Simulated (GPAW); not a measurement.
# Collinear magnetic orders of Co4 Ru2 Co4 0001 with GPAW, part 2 of 2

Aim: find out whether Co4 Ru2 Co4 0001 carries moments, and which collinear order costs least.

GPAW 26.7.0; PBE; plane waves with GPAW's PAW setups, scalar-relativistic.

So far. Step 2 (Run 1 (ferro ++++++++)): After 69 cycles the largest moment stands at 1.83 μB.

### Step 3. Run 2 (antiferro ++++----)

Reversing part of the moments tests the sign of the couplings between them.

Input file order2.py:

```python
import json
import numpy as np
from ase import Atoms
from ase.parallel import paropen, parprint
from gpaw import GPAW

atoms = Atoms(['Co', 'Co', 'Co', 'Co', 'Ru', 'Ru', 'Co', 'Co', 'Co', 'Co'],
    cell=[[2.706, 0.0, 0.0],
         [-1.353, 2.343465, 0.0],
         [0.0, 0.0, 28.542048]],
    scaled_positions=[[0.0, 0.0, 0.210216],
         [0.333333, 0.666667, 0.271543],
         [0.0, 0.0, 0.33287],
         [0.333333, 0.666667, 0.394197],
         [0.0, 0.0, 0.46243],
         [0.333333, 0.666667, 0.53757],
         [0.0, 0.0, 0.605803],
         [0.333333, 0.666667, 0.66713],
         [0.0, 0.0, 0.728457],
         [0.333333, 0.666667, 0.789784]],
    pbc=True,
    magmoms=[1.8, 1.8, 1.8, 1.8, 0.0, 0.0, -1.8, -1.8, -1.8, -1.8])
atoms.calc = GPAW(mode={'name': 'pw', 'ecut': 450},
    xc='PBE',
    kpts={'size': (20, 20, 1), 'gamma': True},
    occupations={'name': 'fermi-dirac', 'width': 0.05},
    convergence={'density': 1e-05, 'energy': 1e-05},
    maxiter=200,
    mixer={'name': 'pulay', 'beta': 0.03, 'nmaxold': 8, 'weight': 100},
    symmetry={'tolerance': 1e-4},
    txt='order2.txt')
e = atoms.get_potential_energy(force_consistent=True)
res = {'free_energy': e, 'energy_sigma0': atoms.get_potential_energy(), 'fermi_energy': atoms.calc.get_fermi_level()}
res['moments'] = atoms.get_magnetic_moments().tolist()
res['total'] = atoms.get_magnetic_moment()
parprint('site moments (muB):', np.round(res['moments'], 3))
parprint(f"total moment: {res['total']:.3f} muB")
parprint(f'free energy: {e:.6f} eV')
atoms.calc.write('order2.gpw')
with paropen('results.json', 'w') as f:
    json.dump(res, f)
```

Started as:

```sh
OMP_NUM_THREADS=1 mpirun -n 4 gpaw python order2.py > order2.log
```

Numbers of over 12 decimals in the logs are rounded to 6 here.

The log of the run:

```text
site moments (muB): [ 1.826  1.733  1.628  1.348  0.045 -0.045 -1.348 -1.628 -1.733 -1.826]
total moment: -0.000 muB
free energy: -79.997581 eV

--- order2.txt ---
Input parameters:
  mode=PW(ecut=450),
  convergence={'density': 1e-05, 'energy': 1e-05},
  kpts=MonkhorstPack(size=(20, 20, 1), gamma=True),
  maxiter=200,
  mixer=Pulay(name='pulay', nmaxold=8, beta=0.03, weight=100, sigma=0.015, g_ss=None),
  occupations=Occupations(name='fermi-dirac', width=0.05),
  symmetry=Symmetry(tolerance=0.0001),
  xc=XC(name='PBE')

Diagonalizing LCAO Hamiltonian
Converting LCAO to pw mode

        Co

       Co

        Co

       Co
        Ru

       Ru
        Co

       Co

        Co

       Co

Atoms  # Å, Bohr magnetons
|   | symbol |         x |        y |         z |    initial magnetic moments |
|---|--------|-----------|----------|-----------|-----------------------------|
| 0 |     Co |  0.000000 | 0.000000 |  5.999995 | ( 0.0000,  0.0000,  1.8000) |
| 1 |     Co | -0.000001 | 1.562311 |  7.750393 | ( 0.0000,  0.0000,  1.8000) |
| 2 |     Co |  0.000000 | 0.000000 |  9.500792 | ( 0.0000,  0.0000,  1.8000) |
| 3 |     Co | -0.000001 | 1.562311 | 11.251190 | ( 0.0000,  0.0000,  1.8000) |
| 4 |     Ru |  0.000000 | 0.000000 | 13.198699 | ( 0.0000,  0.0000,  0.0000) |
| 5 |     Ru | -0.000001 | 1.562311 | 15.343349 | ( 0.0000,  0.0000,  0.0000) |
| 6 |     Co |  0.000000 | 0.000000 | 17.290858 | ( 0.0000,  0.0000, -1.8000) |
| 7 |     Co | -0.000001 | 1.562311 | 19.041256 | ( 0.0000,  0.0000, -1.8000) |
| 8 |     Co |  0.000000 | 0.000000 | 20.791655 | ( 0.0000,  0.0000, -1.8000) |
| 9 |     Co | -0.000001 | 1.562311 | 22.542053 | ( 0.0000,  0.0000, -1.8000) |

Unit cell  # Å
| periodic |         x |        y |         z |   lengths |     angles |
|----------|-----------|----------|-----------|-----------|------------|
|      yes |  2.706000 | 0.000000 |  0.000000 |  2.706000 |  90.000000 |
|      yes | -1.353000 | 2.343465 |  0.000000 |  2.706000 |  90.000000 |
|      yes |  0.000000 | 0.000000 | 28.542048 | 28.542048 | 119.999997 |

Number of symmetries: 6

BZ-sampling:
  Number of BZ points: 400
  Number of IBZ points: 44

  Monkhorst-Pack size: [20, 20, 1]
  Monkhorst-Pack shift: [0.025, 0.025, 0.0]

Plane wave coefficients: 3955
Cutoff: 450.000000 eV

Spin-components: 2 (collinear spins)
Bands:           67
Projectors:      60
Spin-degeneracy: 1
Datatype:        complex128

Parallelization:
  kpt:    4
  domain: 1
  band:   1

Density:
  Valence electrons: 104.0
  Components: 2
  Grid points: [ 14  14 140]
  Charge: 0.0  # |e|

Potential:
  Grid points: [ 14  14 140]

[... setups left out ...]
Reference energy: -549711.929212  # eV

eigensolver:
  PPCG
  Converge bands: occupied
  niter=2

density mixing:
  Pulay-Mixer
  Linear mixing parameters: 0.03
  Old densities: 8
  Fourier metric: weight=100, sigma=0.015

occupation numbers:
  Fermi-Dirac:
    width: 0.0500  # eV

poisson solver:
  ecut: 3600.000000  # eV

xc functional:
  name: PBE with 2 nearest neighbor stencil

convergence criteria:
- Maximum integral of absolute [dens]ity change: 1e-05 electrons / valence electron
- Maximum [total energy] change in last 3 cyles: 1e-05 eV / valence electron
- Maximum integral of absolute [eigenst]ate change: 4e-08 eV^2 / valence electron
maximum number of iterations: 200

SCF iterations
|iter     |      energy | eigst |  dens |  magmom |
|---------|-------------|-------|-------|---------|
|iter:   1|       0s |  -90.678695 | +0.39 |       |  -0.0000|
|iter:   2|      12s | -126.491598 | +0.32 | -0.73 |  +0.0000|
|iter:   3|      25s |  -84.765489 | -0.31 | -0.50 |  +0.0001|
|iter:   4|      37s |  -81.614035 | -1.51 | -0.80 |  +0.0002|
|iter:   5|      49s |  -81.403165 | -2.09 | -1.05 |  -0.0038|
|iter:   6|      61s |  -81.109626 | -2.80 | -1.06 |  +0.0015|
|iter:   7|      73s |  -80.645882 | -2.31 | -1.12 |  -0.0005|
|iter:   8|      85s |  -79.843732 | -1.07 | -1.17 |  -0.0019|
|iter:   9|      96s |  -79.827230 | -2.46 | -1.38 |  -0.0015|
|iter:  10|     108s |  -79.791191 | -3.02 | -1.39 |  -0.0016|
[... 45 iterations left out ...]
|iter:  56|     584s |  -79.946883c| -8.52c| -4.60 |  -0.0000|
|iter:  57|     590s |  -79.946882c| -8.71c| -4.61 |  -0.0000|
|iter:  58|     595s |  -79.946882c| -8.55c| -4.64 |  -0.0000|
|iter:  59|     601s |  -79.946882c| -8.37c| -4.71 |  -0.0000|
|iter:  60|     606s |  -79.946882c| -8.46c| -4.76 |  -0.0000|
|iter:  61|     612s |  -79.946882c| -9.02c| -4.77 |  -0.0000|
|iter:  62|     617s |  -79.946882c| -9.19c| -4.82 |  -0.0000|
|iter:  63|     623s |  -79.946883c| -8.66c| -4.85 |  -0.0000|
|iter:  64|     628s |  -79.946883c| -8.85c| -5.00 |  -0.0000|
|iter:  65|     634s |  -79.946883c| -9.24c| -5.22c|  -0.0000|

Converged in 65 steps
Energy contributions relative to reference atoms: (reference = -549711.929212)

Energy contributions:
  Kinetic:          69.168448
  Coulomb:         -63.471337
  Zero:              1.633314
  External:          0.000000
  Xc:              -87.226612
  Entropy:          -0.101394
  Spinorbit:         0.000000
  ----------------------------
  Free energy:     -79.997581
  Extrapolated:    -79.946883

dipole moment: (-30.572785, -26.995491, -0.000114)  # |e|*Ang

Total magnetic moment: (0.000000, 0.000000, -0.000003)

Local magnetic moments
|        x |        y |         z |
|----------|----------|-----------|
| 0.000000 | 0.000000 |  1.825933 |  # Co   0
| 0.000000 | 0.000000 |  1.733383 |  # Co   1
| 0.000000 | 0.000000 |  1.628274 |  # Co   2
| 0.000000 | 0.000000 |  1.347762 |  # Co   3
| 0.000000 | 0.000000 |  0.044726 |  # Ru   4
| 0.000000 | 0.000000 | -0.044726 |  # Ru   5
| 0.000000 | 0.000000 | -1.347765 |  # Co   6
| 0.000000 | 0.000000 | -1.628274 |  # Co   7
| 0.000000 | 0.000000 | -1.733383 |  # Co   8
| 0.000000 | 0.000000 | -1.825931 |  # Co   9

Fermi level: 5.574
Eigenvalues  # (at kpt = [-0.000, -0.000, 0.000])
| band index |      eig [eV] | occ [0-1] |      eig [eV] | occ [0-1] |
|------------|---------------|-----------|---------------|-----------|
|          0 |       -67.470 |     1.000 |       -67.470 |     1.000 |
|        ... |               |           |               |           |
|         47 |         4.732 |     1.000 |         4.732 |     1.000 |
|         48 |         4.732 |     1.000 |         4.732 |     1.000 |
|         49 |         4.910 |     1.000 |         4.910 |     1.000 |
|         50 |         4.910 |     1.000 |         4.910 |     1.000 |
|         51 |         5.074 |     1.000 |         5.074 |     1.000 |
|         52 |         5.074 |     1.000 |         5.074 |     1.000 |
|         53 |         5.116 |     1.000 |         5.116 |     1.000 |
|         54 |         5.250 |     0.998 |         5.250 |     0.998 |
|         55 |         5.590 |     0.418 |         5.590 |     0.418 |
|         56 |         5.590 |     0.418 |         5.590 |     0.418 |
|         57 |         5.620 |     0.285 |         5.620 |     0.285 |
|         58 |         5.928 |     0.001 |         5.928 |     0.001 |
|         59 |         6.010 |     0.000 |         6.010 |     0.000 |
|         60 |         6.010 |     0.000 |         6.010 |     0.000 |
|         61 |         6.459 |     0.000 |         6.459 |     0.000 |
|         62 |         6.459 |     0.000 |         6.459 |     0.000 |
|        ... |               |           |               |           |
|         66 |         7.051 |     0.000 |         7.051 |     0.000 |

No gap
No difference between direct/indirect transitions
```

It took 11 min on 4 MPI ranks of Arm Neoverse V1, shared host; peak memory 1.3 GiB; 44 min of CPU time.

Spin moment in the augmentation sphere by atom:

```csv
atom,spin moment in the augmentation sphere (μB)
Co1,1.83
Co2,1.73
Co3,1.63
Co4,1.35
Ru5,0.04
Ru6,-0.04
Co7,-1.35
Co8,-1.63
Co9,-1.73
Co10,-1.83
```

Numbers from this step:

* magnetization: 0 μB
* final state: antiferromagnetic

It lies 2.04 meV a seeded atom over the first start, and its largest moment is 1.83 μB against 1.83 μB.

### Step 4. Energies of the orders

These are free energies at a smearing of 0.05 eV, so its entropy term is in the differences. They are divided by the number of seeded atoms, so that cells of unlike size compare.

Orders:

```csv
start,final state,typed order kept,energy over the lowest (meV a seeded atom),largest site moment (μB),net moment (μB a primitive cell),mesh matched,CPU time (s)
ferro ++++++++,ferromagnetic,yes,0,1.828,12.57,yes,3229
antiferro ++++----,antiferromagnetic,yes,2.042,1.826,0,yes,2631
```

### Step 5. Outcome

```yaml
lowest_state_found: ferromagnetic (typed ferro ++++++++)
largest_site_moment: 1.83 μB
next_state: antiferromagnetic, 2.04 meV a seeded atom higher
```

The lowest state found is ferromagnetic, reached from the start ferro ++++++++, with moments up to 1.83 μB. The two lowest states lie so close that the mesh, the functional or spin–orbit coupling could swap them. This is the lowest of 2 finished starts, no proof of the ground state.

[Logs and program files are shortened in this print: banners, set-up blocks, solver, clock and traceback lines can be left out without a mark of their own.]

[Logs are printed without paths, hosts, clocks, repeated set-up lines and the standing remarks that a program may print on its own settings, such as how far it seeks lower states.]

[Hosts, paths, dates, database ids (printed as entryN), source tags and the programs' standing remarks are cut or masked in the printed files.]

[Where a cell is said to come from a database of computed structures, the database is the Materials Project.]
